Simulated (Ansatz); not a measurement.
Here is an Ansatz 0.2.0 calculation.

The input input.yaml:

```yaml
crystal:
  lattice:
    - [3.2093, 0.0, 0.0]
    - [-1.60465, 2.7793353284, 0.0]
    - [0.0, 0.0, 5.2103]
  atoms:
    - { symbol: Mg, position: [0.6666666667, 0.3333333333, 0.75] }
    - { symbol: Mg, position: [0.3333333333, 0.6666666667, 0.25] }
hamiltonian:
  xc: blyp
  pseudopotentials: { kind: paw }
  dispersion: d3bj
kpoints:
  mp_grid: { grid: [10, 10, 5] }
scf:
  occupations: { method: fermi_dirac, width: 0.05 }
output:
  forces: true
  stress: true
  eigenvalues: true
relax:
  f_tol: 0.01
  max_steps: 40
  cell: { stress_tol: 0.05 }
```

Potentials or basis: Ansatz PAW.

Run with:

```bash
$ ansatz run input.yaml --threads 2 --pin off --max-ram 5632MiB --backend cpu --events-out ev --progress --plain --runs-dir out
```

Question: What does it give for the relaxed cell?

Answer: a = 3.051 Å, b = 3.051 Å, c = 5.103 Å, α = 90.00°, β = 90.00°, γ = 120.00°.

Question: Predict the space group after relaxing (to 0.05 Å).

Answer: P6_3/mmc (No. 194).

Question: Predict the band gap on the k mesh.

Answer: None (metal or under the smearing width).

Final structure:
```
Mg
1.0
     3.05070    0.00000    0.00000
    -1.52535    2.64198    0.00000
     0.00000    0.00000    5.10318
Mg
2
Cartesian
  1.5253 0.8807 3.8274
  0.0000 1.7613 1.2758
```
